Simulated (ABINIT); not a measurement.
# Completion of the band sum in GW: KBr (Fm-3m), part 2 of 2

Aim: few bands, with and without a completion of the sum over empty states, for KBr (Fm-3m).

ABINIT 10.8.3; PBE and many-body steps on it, plane waves. Known limits of the many-body steps: not at the basis limit; no spin-orbit coupling.

So far. Step 3 (Screening, 4×4×4 mesh, 442 bands, screening to 266.7 eV): Local fields lower ε∞ by 17 %. Step 4 (442 bands): The gap on the mesh goes from 4.44 eV to 7.00 eV, a correction of +2.57 eV.

## (6) 46 bands

This step: G0W0 on PBE, plane waves, norm-conserving pseudopotentials.

Contents of run.abi:

```
acell 3*1.0 Angstrom
rprim 
  0.000000000000 3.300000000000 3.300000000000
  3.300000000000 0.000000000000 3.300000000000
  3.300000000000 3.300000000000 0.000000000000
ntypat 2
znucl 19 35
natom 2
typat 1 2
xred 
  0.000000000000 0.000000000000 0.000000000000
  0.500000000000 0.500000000000 0.500000000000
pp_dirpath "pseudos"
pseudos "K.upf, Br.upf"
ecut 33
ngkpt 4 4 4
nshiftk 1
shiftk 0 0 0
kptopt 1
chksymbreak 0
istwfk *1
occopt 1
irdwfk 1
optdriver 4
nband 46
gwcalctyp 0
ecutsigx 33
symsigma 1
nkptgw 1
kptgw 
  0.0000000000 0.0000000000 0.0000000000
bdgw 
  6 12
ecuteps 9.8
irdscr 1
ppmodel 1
indata_prefix "in"
outdata_prefix "out"
tmpdata_prefix "tmp"
```

Run with:

```sh
$ OMP_NUM_THREADS=1 mpirun -n 4 abinit run.abi > log
```

The log of the run:

```text
.Version 10.8.3 of ABINIT. v10.8.2 released Aug 2026.

 Symmetries : space group Fm -3 m (#225); Bravais cF (face-center cubic)
[... echo of the input left out ...]
== DATASET  1 ==================================================================
-   mpi_nproc: 4, omp_nthreads: 1 (-1 if OMP is not activated)

--- !DatasetInfo
iteration_state: {dtset: 1, }
dimensions: {natom: 2, nkpt: 8, mband: 46, nsppol: 1, nspinor: 1, nspden: 1, mpw: 4477, }
cutoff_energies: {ecut:  33.0, pawecutdg:  -1.0, }
electrons: {nelect:   1.60000000E+01, charge:   0.00000000E+00, occopt:   1.00000000E+00, tsmear:   1.00000000E-02, }

 SIGMA: Calculation of the GW corrections

 Based on a program developped by R.W. Godby, V. Olevano, G. Onida, and L. Reining.
 Incorporated in ABINIT by V. Olevano, G.-M. Rignanese, and M. Torrent.
.Using double precision arithmetic ; gwpc =  8

[... cell and pseudopotentials left out ...]
--------------------------------------------------------------------------------

 ==== K-mesh for the wavefunctions ====
 Number of points in the irreducible wedge :     8
[... list of points left out ...]
 Together with 48 symmetry operations and time-reversal symmetry
 yields    64 points in the full Brillouin Zone.

 ==== Q-mesh for screening function ====
 Number of points in the irreducible wedge :     8
[... list of points left out ...]
 Together with 48 symmetry operations and time-reversal symmetry
 yields    64 points in the full Brillouin Zone.

 vcoul_init : cutoff-mode = AUXILIARY_FUNCTION
 q-points for optical limit:   1
     1)      0.000010    0.000020    0.000030
 setmesh: FFT mesh size selected  =    45x   45x   45
          total number of points  =        91125

 Number of electrons calculated from density =   16.0000; Expected =   16.0000
[...]
number of q-points in BZ                           64
 number of frequencies for dSigma/dE                 9
 frequency step for dSigma/dE [eV]                0.25
 number of omega for Sigma on real axis              0
 max omega for Sigma on real axis  [eV]           0.00
 zcut for avoiding poles [eV]                     0.10

 EPSILON^-1 parameters (SCR file):
 dimension of the eps^-1 matrix on file            725
 dimension of the eps^-1 matrix used               725
 number of plane-waves for wavefunctions          4477
 number of bands                                    46
 number of q-points in IBZ                           8
 number of frequencies                               2
 number of real frequencies                          1
 number of imag frequencies                          1

 matrix elements of self-energy operator (all in [eV])

 Perturbative Calculation

--- !SelfEnergy_ee
iteration_state: {dtset: 1, }
kpoint     : [   0.000,    0.000,    0.000, ]
spin       : 1
KS_gap     :    4.436
QP_gap     :    6.660
Delta_QP_KS:    2.224
data: !SigmaeeData |
     Band     E0 <VxcDFT>   SigX SigC(E0)      Z dSigC/dE  Sig(E)    E-E0       E
        6  -0.010 -12.760 -16.565   2.130   0.819  -0.221 -14.132  -1.372  -1.381
        7  -0.010 -12.760 -16.565   2.130   0.819  -0.221 -14.132  -1.372  -1.381
        8  -0.010 -12.760 -16.565   2.130   0.819  -0.221 -14.132  -1.372  -1.381
        9   4.426  -6.661  -3.089  -2.589   0.868  -0.152  -5.808   0.853   5.279
       10   7.598  -8.409  -3.762  -2.587   0.864  -0.157  -6.629   1.780   9.379
       11   7.598  -8.409  -3.762  -2.587   0.864  -0.157  -6.629   1.780   9.379
       12   7.598  -8.409  -3.762  -2.587   0.864  -0.157  -6.629   1.780   9.379

== END DATASET(S) ==============================================================
================================================================================

 -outvars: echo values of variables after computation  --------
           etotal      0.0000000000E+00
            nband          46
             nkpt           8
          spgroup         225
 [... the other variables as echoed above ...]

 Calculation completed.
```

The job ended after 20 s (4 MPI ranks of Arm Neoverse V1, shared host; peak memory 1.8 GiB; 78 s of CPU time).

Numbers from this step:

```
G0W0 gap on the points computed              : 6.66 eV
starting gap on the mesh                     : 4.436 eV
k of the valence top                         : 0, 0, 0
k of the conduction bottom                   : 0, 0, 0
Z at the valence top                         : 0.819
Z at the conduction bottom                   : 0.868
least direct G0W0 gap on the computed points : 6.66 eV
```

Against G0W0 in ABINIT (4×4×4 mesh, 442 bands, screening to 266.7 eV, Godby-Needs plasmon pole), the gap moves by −0.345 eV.

## (7) Screening, 4×4×4 mesh, 46 bands, screening to 266.7 eV

This step: RPA screening on PBE, plane waves, norm-conserving pseudopotentials.

run.abi: that of step 6 with these lines changed.

```diff
@@ -23,15 +23,10 @@
 irdwfk 1
-optdriver 4
+optdriver 3
 nband 46
-gwcalctyp 0
-ecutsigx 33
-symsigma 1
-nkptgw 1
-kptgw 
-  0.0000000000 0.0000000000 0.0000000000
-bdgw 
-  6 12
 ecuteps 9.8
-irdscr 1
-ppmodel 1
+inclvkb 2
+awtr 1
+symchi 1
+gwcomp 1
+gwencomp 1.5
 indata_prefix "in"
```

The log of the run:

```text
.Version 10.8.3 of ABINIT. v10.8.2 released Aug 2026.

 Symmetries : space group Fm -3 m (#225); Bravais cF (face-center cubic)
[... echo of the input left out ...]
== DATASET  1 ==================================================================
-   mpi_nproc: 4, omp_nthreads: 1 (-1 if OMP is not activated)

--- !DatasetInfo
iteration_state: {dtset: 1, }
dimensions: {natom: 2, nkpt: 8, mband: 46, nsppol: 1, nspinor: 1, nspden: 1, mpw: 4477, }
cutoff_energies: {ecut:  33.0, pawecutdg:  -1.0, }
[...]
--------------------------------------------------------------------------------
[... chi0 elements left out ...]
 For q-point:  0.000010 0.000020 0.000030
  dielectric constant =   2.3724
  dielectric constant without local fields =   2.8496

  Average fulfillment of the sum rule on Im[epsilon] for q-point    1 :     97.83  [%]
[... wings left out ...]
  q-point number  2        q = ( 0.250000, 0.000000, 0.000000) [r.l.u.]
--------------------------------------------------------------------------------
[... chi0 elements left out ...]
  Average fulfillment of the sum rule on Im[epsilon] for q-point    2 :     96.62  [%]

 [... 6 further q-points ...]
```

The job ended after 1.9 min (4 MPI ranks; peak memory 1.2 GiB; 7.5 min of CPU time).

Numbers from this step:

```yaml
eps_infinity_with_local_fields_on_this_mesh_along_the_program_s_q_direction: 2.372
the_same_without_local_fields: 2.850
plasma_frequency: 17.52 eV
plane_waves_in_the_screening_matrix: 725
```

## (8) 46 bands, completed

This step: G0W0 on PBE, plane waves, norm-conserving pseudopotentials.

run.abi: that of step 7 with these lines changed.

```diff
@@ -23,8 +23,15 @@
 irdwfk 1
-optdriver 3
+optdriver 4
 nband 46
+gwcalctyp 0
+ecutsigx 33
+symsigma 1
+nkptgw 1
+kptgw 
+  0.0000000000 0.0000000000 0.0000000000
+bdgw 
+  6 12
 ecuteps 9.8
-inclvkb 2
-awtr 1
-symchi 1
+irdscr 1
+ppmodel 1
 gwcomp 1
```

The log of the run:

```text
.Version 10.8.3 of ABINIT. v10.8.2 released Aug 2026.

 Symmetries : space group Fm -3 m (#225); Bravais cF (face-center cubic)
[... echo of the input left out ...]
== DATASET  1 ==================================================================
-   mpi_nproc: 4, omp_nthreads: 1 (-1 if OMP is not activated)

--- !DatasetInfo
iteration_state: {dtset: 1, }
dimensions: {natom: 2, nkpt: 8, mband: 46, nsppol: 1, nspinor: 1, nspden: 1, mpw: 4477, }
cutoff_energies: {ecut:  33.0, pawecutdg:  -1.0, }
[...]
10   7.598  -8.409  -3.762  -3.223   0.862  -0.160  -7.181   1.228   8.827
       11   7.598  -8.409  -3.762  -3.223   0.862  -0.160  -7.181   1.228   8.827
       12   7.598  -8.409  -3.762  -3.223   0.862  -0.160  -7.181   1.228   8.827

== END DATASET(S) ==============================================================
================================================================================

 -outvars: echo values of variables after computation  --------
           etotal      0.0000000000E+00
            nband          46
             nkpt           8
          spgroup         225
 [... the other variables as echoed above ...]

 Calculation completed.
```

Run time: 22 s. Hardware: 4 MPI ranks; peak memory 1.8 GiB; 86 s of CPU time.

Numbers from this step:

```
G0W0 gap on the points computed              : 7.082 eV
starting gap on the mesh                     : 4.436 eV
k of the valence top                         : 0, 0, 0
k of the conduction bottom                   : 0, 0, 0
least direct G0W0 gap on the computed points : 7.082 eV
```

Against G0W0 in ABINIT (4×4×4 mesh, 442 bands, screening to 266.7 eV, Godby-Needs plasmon pole), the gap moves by +0.077 eV.

## (9) Screening, 4×4×4 mesh, 161 bands, screening to 266.7 eV

This step: RPA screening on PBE, plane waves, norm-conserving pseudopotentials.

run.abi: that of step 8 with these lines changed.

```diff
@@ -23,17 +23,8 @@
 irdwfk 1
-optdriver 4
-nband 46
-gwcalctyp 0
-ecutsigx 33
-symsigma 1
-nkptgw 1
-kptgw 
-  0.0000000000 0.0000000000 0.0000000000
-bdgw 
-  6 12
+optdriver 3
+nband 161
 ecuteps 9.8
-irdscr 1
-ppmodel 1
-gwcomp 1
-gwencomp 1.5
+inclvkb 2
+awtr 1
+symchi 1
 indata_prefix "in"
```

The log of the run:

```text
.Version 10.8.3 of ABINIT. v10.8.2 released Aug 2026.

 Symmetries : space group Fm -3 m (#225); Bravais cF (face-center cubic)
[... echo of the input left out ...]
== DATASET  1 ==================================================================
-   mpi_nproc: 4, omp_nthreads: 1 (-1 if OMP is not activated)

--- !DatasetInfo
iteration_state: {dtset: 1, }
dimensions: {natom: 2, nkpt: 8, mband: 161, nsppol: 1, nspinor: 1, nspden: 1, mpw: 4477, }
cutoff_energies: {ecut:  33.0, pawecutdg:  -1.0, }
[...]
--------------------------------------------------------------------------------
[... chi0 elements left out ...]
 For q-point:  0.000010 0.000020 0.000030
  dielectric constant =   2.3736
  dielectric constant without local fields =   2.8536

  Average fulfillment of the sum rule on Im[epsilon] for q-point    1 :     80.76  [%]
[... wings left out ...]
  q-point number  2        q = ( 0.250000, 0.000000, 0.000000) [r.l.u.]
--------------------------------------------------------------------------------
[... chi0 elements left out ...]
  Average fulfillment of the sum rule on Im[epsilon] for q-point    2 :     86.59  [%]

 [... 6 further q-points ...]
```

Elapsed: 2.6 min, on 4 MPI ranks; peak memory 1.6 GiB.

Numbers from this step:

- ε∞ with local fields, on this mesh, along the program's q direction: 2.374
- the same without local fields: 2.854
- plasma frequency: 17.52 eV
- plane waves in the screening matrix: 725

## (10) 161 bands

This step: G0W0 on PBE, plane waves, norm-conserving pseudopotentials.

run.abi: that of step 9 with these lines changed.

```diff
@@ -23,8 +23,15 @@
 irdwfk 1
-optdriver 3
+optdriver 4
 nband 161
+gwcalctyp 0
+ecutsigx 33
+symsigma 1
+nkptgw 1
+kptgw 
+  0.0000000000 0.0000000000 0.0000000000
+bdgw 
+  6 12
 ecuteps 9.8
-inclvkb 2
-awtr 1
-symchi 1
+irdscr 1
+ppmodel 1
 indata_prefix "in"
```

The log of the run:

```text
.Version 10.8.3 of ABINIT. v10.8.2 released Aug 2026.

 Symmetries : space group Fm -3 m (#225); Bravais cF (face-center cubic)
[... echo of the input left out ...]
== DATASET  1 ==================================================================
-   mpi_nproc: 4, omp_nthreads: 1 (-1 if OMP is not activated)

--- !DatasetInfo
iteration_state: {dtset: 1, }
dimensions: {natom: 2, nkpt: 8, mband: 161, nsppol: 1, nspinor: 1, nspden: 1, mpw: 4477, }
cutoff_energies: {ecut:  33.0, pawecutdg:  -1.0, }
[...]
10   7.598  -8.409  -3.762  -3.015   0.859  -0.164  -7.007   1.402   9.000
       11   7.598  -8.409  -3.762  -3.015   0.859  -0.164  -7.007   1.402   9.000
       12   7.598  -8.409  -3.762  -3.015   0.859  -0.164  -7.007   1.402   9.000

== END DATASET(S) ==============================================================
================================================================================

 -outvars: echo values of variables after computation  --------
           etotal      0.0000000000E+00
            nband         161
             nkpt           8
          spgroup         225
 [... the other variables as echoed above ...]

 Calculation completed.
```

Wall time 59 s (4 MPI ranks); peak memory 2.5 GiB; 3.9 min of CPU time.

Numbers from this step:

```yaml
g0w0_gap_on_the_points_computed: 6.901 eV
starting_gap_on_the_mesh: 4.436 eV
k_of_the_valence_top: 0, 0, 0
k_of_the_conduction_bottom: 0, 0, 0
least_direct_g0w0_gap_on_the_computed_points: 6.901 eV
```

Against G0W0 in ABINIT (4×4×4 mesh, 442 bands, screening to 266.7 eV, Godby-Needs plasmon pole), the gap moves by −0.104 eV.

## (11) Screening, 4×4×4 mesh, 161 bands, screening to 266.7 eV

This step: RPA screening on PBE, plane waves, norm-conserving pseudopotentials.

run.abi: that of step 10 with these lines changed.

```diff
@@ -23,15 +23,10 @@
 irdwfk 1
-optdriver 4
+optdriver 3
 nband 161
-gwcalctyp 0
-ecutsigx 33
-symsigma 1
-nkptgw 1
-kptgw 
-  0.0000000000 0.0000000000 0.0000000000
-bdgw 
-  6 12
 ecuteps 9.8
-irdscr 1
-ppmodel 1
+inclvkb 2
+awtr 1
+symchi 1
+gwcomp 1
+gwencomp 1.5
 indata_prefix "in"
```

The log of the run:

```text
.Version 10.8.3 of ABINIT. v10.8.2 released Aug 2026.

 Symmetries : space group Fm -3 m (#225); Bravais cF (face-center cubic)
[... echo of the input left out ...]
== DATASET  1 ==================================================================
-   mpi_nproc: 4, omp_nthreads: 1 (-1 if OMP is not activated)

--- !DatasetInfo
iteration_state: {dtset: 1, }
dimensions: {natom: 2, nkpt: 8, mband: 161, nsppol: 1, nspinor: 1, nspden: 1, mpw: 4477, }
cutoff_energies: {ecut:  33.0, pawecutdg:  -1.0, }
[...]
--------------------------------------------------------------------------------
[... chi0 elements left out ...]
 For q-point:  0.000010 0.000020 0.000030
  dielectric constant =   2.3743
  dielectric constant without local fields =   2.8536

  Average fulfillment of the sum rule on Im[epsilon] for q-point    1 :     94.31  [%]
[... wings left out ...]
  q-point number  2        q = ( 0.250000, 0.000000, 0.000000) [r.l.u.]
--------------------------------------------------------------------------------
[... chi0 elements left out ...]
  Average fulfillment of the sum rule on Im[epsilon] for q-point    2 :     95.16  [%]

 [... 6 further q-points ...]
```

Run time: 4.1 min. Hardware: 4 MPI ranks; peak memory 1.9 GiB.

This step gave:

- ε∞ with local fields, on this mesh, along the program's q direction: 2.374
- the same without local fields: 2.854
- plasma frequency: 17.52 eV
- plane waves in the screening matrix: 725

## (12) 161 bands, completed

This step: G0W0 on PBE, plane waves, norm-conserving pseudopotentials.

run.abi: that of step 11 with these lines changed.

```diff
@@ -23,8 +23,15 @@
 irdwfk 1
-optdriver 3
+optdriver 4
 nband 161
+gwcalctyp 0
+ecutsigx 33
+symsigma 1
+nkptgw 1
+kptgw 
+  0.0000000000 0.0000000000 0.0000000000
+bdgw 
+  6 12
 ecuteps 9.8
-inclvkb 2
-awtr 1
-symchi 1
+irdscr 1
+ppmodel 1
 gwcomp 1
```

The log of the run:

```text
.Version 10.8.3 of ABINIT. v10.8.2 released Aug 2026.

 Symmetries : space group Fm -3 m (#225); Bravais cF (face-center cubic)
[... echo of the input left out ...]
== DATASET  1 ==================================================================
-   mpi_nproc: 4, omp_nthreads: 1 (-1 if OMP is not activated)

--- !DatasetInfo
iteration_state: {dtset: 1, }
dimensions: {natom: 2, nkpt: 8, mband: 161, nsppol: 1, nspinor: 1, nspden: 1, mpw: 4477, }
cutoff_energies: {ecut:  33.0, pawecutdg:  -1.0, }
[...]
10   7.598  -8.409  -3.762  -3.216   0.859  -0.165  -7.180   1.229   8.827
       11   7.598  -8.409  -3.762  -3.216   0.859  -0.165  -7.180   1.229   8.827
       12   7.598  -8.409  -3.762  -3.216   0.859  -0.165  -7.180   1.229   8.827

== END DATASET(S) ==============================================================
================================================================================

 -outvars: echo values of variables after computation  --------
           etotal      0.0000000000E+00
            nband         161
             nkpt           8
          spgroup         225
 [... the other variables as echoed above ...]

 Calculation completed.
```

The job ended after 65 s (4 MPI ranks; peak memory 2.5 GiB).

This step gave:

```
G0W0 gap on the points computed              : 7.036 eV
starting gap on the mesh                     : 4.436 eV
k of the valence top                         : 0, 0, 0
k of the conduction bottom                   : 0, 0, 0
least direct G0W0 gap on the computed points : 7.036 eV
```

Against G0W0 in ABINIT (4×4×4 mesh, 442 bands, screening to 266.7 eV, Godby-Needs plasmon pole), the gap moves by +0.031 eV.

## (13) Side by side

Times are wall times on 4 MPI ranks of Arm Neoverse V1, shared host, good to a factor of about two. A run's time includes the screening step that it read.

```
                 run   mesh  bands  screening cutoff (eV)  DFT gap (eV)  gap on the mesh (eV)  direct (eV)  ε∞ used     time
           442 bands  4×4×4    442                  266.7         4.436                 7.005        7.005     2.37  8.7 min
            46 bands  4×4×4     46                  266.7         4.436                 6.660        6.660     2.37     60 s
 46 bands, completed  4×4×4     46                  266.7         4.436                 7.082        7.082     2.37  2.2 min
           161 bands  4×4×4    161                  266.7         4.436                 6.901        6.901     2.37  3.6 min
161 bands, completed  4×4×4    161                  266.7         4.436                 7.036        7.036     2.37  5.2 min
```

## (14) Summary of results

```yaml
442_bands: 7.005 eV
46_bands: 6.660 eV
46_bands_completed: 7.082 eV
161_bands: 6.901 eV
161_bands_completed: 7.036 eV
```

In words: 46 bands: −0.345 eV against 442 bands. 46 bands, completed: +0.077 eV against 442 bands. 161 bands: −0.104 eV against 442 bands. 161 bands, completed: +0.031 eV against 442 bands. The row with most bands is itself short of the limit, so it is no exact reference, and agreement of a truncated run with it can be a cancellation between the edges. In the G0W0 runs levels were corrected at 1 k point alone, so a gap called «on the mesh» is the least over those, and an edge elsewhere would be missed. The many-body steps are scalar-relativistic: spin-orbit coupling is not in them.

[Paths, hosts, dates, memory and timing lines, banners, echoed tables and standing remarks are left out of the program output.]

[Logs are printed without paths, hosts, clocks, repeated set-up lines and the standing remarks that a program may print on its own settings, such as how far it seeks lower states.]

[Runs of the session that timed out or met a known fault of the program may be left out.]

[Hosts, paths, dates, database ids (printed as entryN), source tags and the programs' standing remarks are cut or masked in the printed files.]

[G0W0 gaps are taken among the corrected bands and points alone; a level outside them can change the order at an edge.]

[Where Ansatz stands beside ABINIT at settings called matched, ABINIT's density can come from a denser mesh and the files from another edition; pairs whose starting gaps differed by over 0.03 eV were left out, so agreement reads better than it is.]
